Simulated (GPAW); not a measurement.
# H (P-1) in GPAW: convergence with basis set

Aim: find how far basis set must go before the results for H settle, at PBE. This setting moves, with any that are tied to it; all else stays.

Everything below comes from runs of GPAW 26.7.0. Logs are shortened: lines on timing, memory, paths and dates and some standing lists are left out, and cuts for length are marked. The log counts tension as positive stress, the text compression.

### Step 1. The cell of the first run

The typed cell holds 2 atoms: a = 3.156 Å, b = 3.156 Å, c = 3.156 Å, α = 115.18°, β = 115.18°, γ = 98.58°.

The cell isn't the ideal one: atoms moved at random, drawn with an rms of 0.15 Å.

### Step 2. With basis set lcao:sz(dzp)

The input, run.py:

```python
from ase.dft.bandgap import bandgap
from ase.io import read, write
from gpaw import GPAW

atoms = read('POSCAR')

calc = GPAW(mode='lcao',
            h=0.16,
            basis='sz(dzp)',
            xc='PBE',
            kpts={'size': (6, 6, 7), 'gamma': True},
            occupations={'name': 'fermi-dirac', 'width': 0.05},
            convergence={'density': 1e-05, 'energy': 1e-05},
            maxiter=100,
            txt='gpaw.txt')
atoms.calc = calc
energy = atoms.get_potential_energy()
forces = atoms.get_forces()
calc.write('gs.gpw')
write('result.traj', atoms)
print(f'Energy: {energy:.6f} eV')
print('Forces (eV/A):')
print(forces.round(4))
print('Fermi level:', round(calc.get_fermi_level(), 4), 'eV')
print(f'Gap: {bandgap(calc)[0]:.4f} eV, direct: {bandgap(calc, direct=True)[0]:.4f} eV')
```

The input, POSCAR:

```
H
1.0
   -1.6915344700      1.6915344700      2.0584739900
    1.6915344700     -1.6915344700      2.0584739900
    1.6915344700      1.6915344700     -2.0584739900
H
2
Direct
    0.0391830000      0.0679810000     -0.0292240000
    0.8729800000      0.8848950000      0.0098030000
```

Potentials or basis: GPAW PAW data sets (gpaw-data 1.2.1), lcao:sz(dzp).

The run is started by

```console
$ OMP_NUM_THREADS=1 python run.py
```

Wall time 6.5 s (1 thread of Arm Neoverse V1, shared host); peak memory 0.12 GiB.

Results:

- Free energy: -5.4689 eV
- Largest force: 2.415 eV/Å
- Band gap on the k mesh: 11.20 eV, direct

### Step 3. With basis set lcao:szp(dzp)

run.py, as its differences from that of step 2:

```diff
@@ -8,3 +8,3 @@
             h=0.16,
-            basis='sz(dzp)',
+            basis='szp(dzp)',
             xc='PBE',
```

POSCAR is that of step 2.

Potentials or basis: GPAW PAW data sets (gpaw-data 1.2.1), lcao:szp(dzp).

The run is started by

```console
$ OMP_NUM_THREADS=1 python run.py
```

It took 27 s on 1 thread of Arm Neoverse V1, shared host; peak memory 0.12 GiB.

Results:

- Free energy: -5.8438 eV
- Largest force: 1.085 eV/Å
- Band gap on the k mesh: 11.16 eV, direct

### Step 4. With basis set lcao:dz(dzp)

run.py, as its differences from that of step 3:

```diff
@@ -8,3 +8,3 @@
             h=0.16,
-            basis='szp(dzp)',
+            basis='dz(dzp)',
             xc='PBE',
```

POSCAR is that of step 3.

Potentials or basis: GPAW PAW data sets (gpaw-data 1.2.1), lcao:dz(dzp).

The run is started by

```console
$ OMP_NUM_THREADS=1 python run.py
```

Wall time 8.5 s (1 thread of Arm Neoverse V1, shared host); peak memory 0.12 GiB.

Results:

| Item | Value |
| --- | --- |
| Free energy | -6.4458 eV |
| Largest force | 0.809 eV/Å |
| Band gap on the k mesh | 9.09 eV, indirect (least direct gap 9.90 eV) |

### Step 5. With basis set lcao:dzp

run.py, as its differences from that of step 4:

```diff
@@ -8,3 +8,3 @@
             h=0.16,
-            basis='dz(dzp)',
+            basis='dzp',
             xc='PBE',
```

POSCAR is that of step 4.

Potentials or basis: GPAW PAW data sets (gpaw-data 1.2.1), lcao:dzp.

The run is started by

```console
$ OMP_NUM_THREADS=1 python run.py
```

Wall time 34 s (1 thread of Arm Neoverse V1, shared host); peak memory 0.12 GiB.

It converged, with:

```
Free energy            : -6.5238 eV
Largest force          : 0.885 eV/Å
Band gap on the k mesh : 8.64 eV, indirect (least direct gap 9.45 eV)
```

### Step 6. With basis set fd

run.py, as its differences from that of step 5:

```diff
@@ -6,5 +6,4 @@
 
-calc = GPAW(mode='lcao',
+calc = GPAW(mode='fd',
             h=0.16,
-            basis='dzp',
             xc='PBE',
@@ -12,2 +11,3 @@
             occupations={'name': 'fermi-dirac', 'width': 0.05},
+            nbands=8,
             convergence={'density': 1e-05, 'energy': 1e-05},
```

POSCAR is that of step 5.

Potentials or basis: GPAW PAW data sets (gpaw-data 1.2.1), fd.

The run is started by

```console
$ OMP_NUM_THREADS=1 python run.py
```

Wall time 25 s (1 thread of Arm Neoverse V1, shared host); peak memory 0.19 GiB.

The run converged. Its results:

```
Free energy            : -6.7019 eV
Largest force          : 1.623 eV/Å
Band gap on the k mesh : 8.16 eV, indirect (least direct gap 8.98 eV)
```

### Step 7. With basis set pw

run.py, as its differences from that of step 6:

```diff
@@ -2,3 +2,4 @@
 from ase.io import read, write
-from gpaw import GPAW
+from ase.units import GPa
+from gpaw import GPAW, PW
 
@@ -6,4 +7,3 @@
 
-calc = GPAW(mode='fd',
-            h=0.16,
+calc = GPAW(mode=PW(600),
             xc='PBE',
@@ -18,2 +18,3 @@
 forces = atoms.get_forces()
+stress = atoms.get_stress()
 calc.write('gs.gpw')
@@ -23,2 +24,3 @@
 print(forces.round(4))
+print('Stress (GPa):', (stress / GPa).round(3))
 print('Fermi level:', round(calc.get_fermi_level(), 4), 'eV')
```

POSCAR is that of step 6.

Potentials or basis: GPAW PAW data sets (gpaw-data 1.2.1), pw.

The run is started by

```console
$ OMP_NUM_THREADS=1 python run.py
```

gpaw.txt:

```text
__  _  _
 | _ |_)|_||  |
 |__||  | ||/\| - 26.7.0

Input parameters:
  mode=PW(ecut=600.0),
  convergence={'density': 1e-05, 'energy': 1e-05},
  kpts=MonkhorstPack(size=(6, 6, 7), gamma=True),
  maxiter=100,
  nbands=8,
  occupations=Occupations(name='fermi-dirac', width=0.05),
  xc=XC(name='PBE')

Diagonalizing LCAO Hamiltonian
Converting LCAO to pw mode

        H

       H

Atoms  # Å, Bohr magnetons
|   | symbol |         x |         y |        z |    initial magnetic moments |
|---|--------|-----------|-----------|----------|-----------------------------|
| 0 |      H | -0.000721 | -0.098146 | 0.280751 | ( 0.0000,  0.0000,  0.0000) |
| 1 |      H |  0.036737 | -0.003573 | 3.598361 | ( 0.0000,  0.0000,  0.0000) |

Unit cell  # Å
| periodic |         x |         y |         z |  lengths |     angles |
|----------|-----------|-----------|-----------|----------|------------|
|      yes | -1.691534 |  1.691534 |  2.058474 | 3.155930 | 115.178379 |
|      yes |  1.691534 | -1.691534 |  2.058474 | 3.155930 | 115.178379 |
|      yes |  1.691534 |  1.691534 | -2.058474 | 3.155930 |  98.576185 |

Number of symmetries: 1
Symmetry operations  # r_c * U_cc + t_c -> r_c
|   | kind |            matrix            |
|---|------|------------------------------|
| 0 |  E   |  1, 0, 0,  0, 1, 0,  0, 0, 1 |

BZ-sampling:
  Number of BZ points: 252
  Number of IBZ points: 128

  Monkhorst-Pack size: [6, 6, 7]
  Monkhorst-Pack shift: [0.08333333333333333, 0.08333333333333333, 0.0]

K-points  # in reciprocal-cell coordinates
|     |                                coordinates |     weight |
|-----|--------------------------------------------|------------|
|   0 | (  0.00000000,   0.00000000,   0.00000000) | 0.00396825 |
|   1 | (  0.00000000,   0.00000000,   0.14285714) | 0.00793651 |
|   2 | (  0.00000000,   0.00000000,   0.28571429) | 0.00793651 |
|   3 | (  0.00000000,   0.00000000,   0.42857143) | 0.00793651 |
|   4 | (  0.00000000,   0.16666667,  -0.42857143) | 0.00793651 |
|   5 | (  0.00000000,   0.16666667,  -0.28571429) | 0.00793651 |
|   6 | (  0.00000000,   0.16666667,  -0.14285714) | 0.00793651 |
|   7 | (  0.00000000,   0.16666667,   0.00000000) | 0.00793651 |
|   8 | (  0.00000000,   0.16666667,   0.14285714) | 0.00793651 |
|   9 | (  0.00000000,   0.16666667,   0.28571429) | 0.00793651 |
| ... |                                            |            |
| 127 | (  0.50000000,   0.50000000,   0.42857143) | 0.00793651 |

Plane wave coefficients: 800
Cutoff: 600.0 eV

Spin-components: 1 (collinear spins)
Bands:           8
Projectors:      6
Spin-degeneracy: 2
Datatype:        complex128

Parallelization:
  kpt:    1
  domain: 1
  band:   1

Density:
  Valence electrons: 2.0
  Components: 1
  Grid points: [18 18 18]
  Charge: 0.0  # |e|

Potential:
  Grid points: [18 18 18]

species:
  H:
    name:    Hydrogen
    Z:       1.0
    valence: 1
    core:    0
    charge:  0.0  # [|e|]
    compensation charges:
      type: gauss
      rc: 0.15  # [Å]
      lmax: 2
    cutoffs:
      filter: 0.85  # [Å]
      core: 0.53  # [Å]
    projectors
    | kind |    occ | energy [eV] | rcut [Å] |
    |------|--------|-------------|----------|
    |   1s |  1.000 |      -6.494 |    0.476 |
    |    s |        |      20.717 |    0.476 |
    |    p |        |       0.000 |    0.476 |

    Using partial waves for H as LCAO basis

Reference energy: -24.980324  # eV

eigensolver:
  PPCG
  Converge bands: occupied
  niter=2

density mixing:
  MSR1-Mixer
  Pratt-step length: 0.05
  Maximum mixing coefficient: 0.75
  Old densities: 10
  SVD Regularization: 0.005
  Good broyden scale: 1.0
  Trust region scale: 1.0
  Backstep threshold: 4.0
  History deletion threshold: 6.0
  Fourier metric: weight=20.0, sigma=0.015

occupation numbers:
  Fermi-Dirac:
    width: 0.0500  # eV

poisson solver:
  ecut: 4800.0  # eV

xc functional:
  name: PBE with 2 nearest neighbor stencil

convergence criteria:
- Maximum integral of absolute [dens]ity change: 1e-05 electrons / valence electron
- Maximum [total energy] change in last 3 cyles: 1e-05 eV / valence electron
- Maximum integral of absolute [eigenst]ate change: 4e-08 eV^2 / valence electron
maximum number of iterations: 100

SCF iterations
|iter     | |      energy | eigst |  dens |
|---------|-|-------------|-------|-------|
|iter:   1| |   -7.154752 | +0.76 |       |
|iter:   2| |   -7.110883 | -1.78 | -0.44 |
|iter:   3| |   -6.737405 | -1.66 | -0.47 |
|iter:   4| |   -6.727483 | -2.57 | -1.19 |
|iter:   5| |   -6.727952 | -4.40 | -1.98 |
|iter:   6| |   -6.727957 | -5.63 | -2.64 |
|iter:   7| |   -6.727957c| -8.09c| -4.21 |
|iter:   8| |   -6.727957c| -7.72c| -4.66 |
|iter:   9| |   -6.727957c| -8.97c| -5.86c|

Converged in 9 steps
Energy contributions relative to reference atoms: (reference = -24.980324)

Energy contributions:
  Kinetic:           5.347704
  Coulomb:          -7.383325
  Zero:              0.001882
  External:          0.000000
  Xc:               -4.694218
  Entropy:           0.000000
  Spinorbit:         0.000000
  ----------------------------
  Free energy:      -6.727957
  Extrapolated:     -6.727957

dipole moment: (0.079138, -0.231930, -0.518393)  # |e|*Ang

Fermi level: -3.420
Eigenvalues  # (at kpt = [0.000, 0.000, 0.000])
| band index |      eig [eV] | occ [0-2] |
|------------|---------------|-----------|
|          0 |       -10.183 |     2.000 |
|          1 |         5.958 |     0.000 |
|          2 |         8.258 |     0.000 |
|          3 |        15.505 |     0.000 |
|          4 |        15.531 |     0.000 |
|          5 |        17.393 |     0.000 |
|          6 |        17.423 |     0.000 |
|          7 |        19.087 |     0.000 |

Gap: 8.154 eV
Transition (v -> c):
  (s=0, k=127, n=0, [0.50, 0.50, 0.43]) -> (s=0, k=21, n=1, [0.00, 0.50, 0.43])
Direct/indirect transitions are different
Direct gap: 8.975 eV
Transition at: (s=0, k=21, n=0, [0.00, 0.50, 0.43])

Forces  # eV/Ang
|        x |        y |        z |
|----------|----------|----------|
|  0.07606 |  0.19188 | -1.57737 |  # H    0
| -0.07607 | -0.19188 |  1.57737 |  # H    1

Stress tensor  # eV/Ang^3
|         x |         y |         z |
|-----------|-----------|-----------|
| -0.001453 |  0.000274 | -0.002564 |
|  0.000274 | -0.000753 | -0.006482 |
| -0.002564 | -0.006482 |  0.051364 |

# Writing to gs.gpw (mode='')
```

stdout:

```text
Energy: -6.727957 eV
Forces (eV/A):
[[ 0.0761  0.1919 -1.5774]
 [-0.0761 -0.1919  1.5774]]
Stress (GPa): [-0.233 -0.121  8.229 -1.039 -0.411  0.044]
Fermi level: -3.4205 eV
Gap: 8.1536 eV, direct: 8.9753 eV
```

Run time: 17 s. Hardware: 1 thread of Arm Neoverse V1, shared host; peak memory 0.14 GiB.

What came out:

```yaml
Free_energy: -6.7280 eV
Pressure: -2.6 GPa
Largest_force: 1.591 eV/Å
Band_gap_on_the_k_mesh: 8.15 eV, indirect (least direct gap 8.98 eV)
```

### Step 8. The series at a glance

```
    basis set  energy less the tightest run, at zero smearing (meV/atom)  largest force (eV/Å)  gap on the mesh (eV)  SCF cycles  CPU time (s)  peak memory (GiB)
 lcao:sz(dzp)                                                     629.55                 2.415                11.199           7           6.4               0.12
lcao:szp(dzp)                                                     442.08                 1.085                11.162           7            27               0.12
 lcao:dz(dzp)                                                     141.09                 0.809                 9.092           8           8.5               0.12
     lcao:dzp                                                     102.10                 0.885                 8.642           8            34               0.12
           fd                                                      13.02                 1.623                 8.157          10            25               0.19
           pw                                                       0.00                 1.591                 8.154           9            17               0.14
```

Against the tightest run, the gap on the mesh stays within 0.01 eV from fd on. Not settled before the last step: the energy (to 1 meV/atom), the largest force (to 0.005 eV/Å). The tightest run that finished is the yardstick and may itself not be fully converged.

Caveats: an odd mesh through Γ misses points on the zone boundary, where band edges often lie.
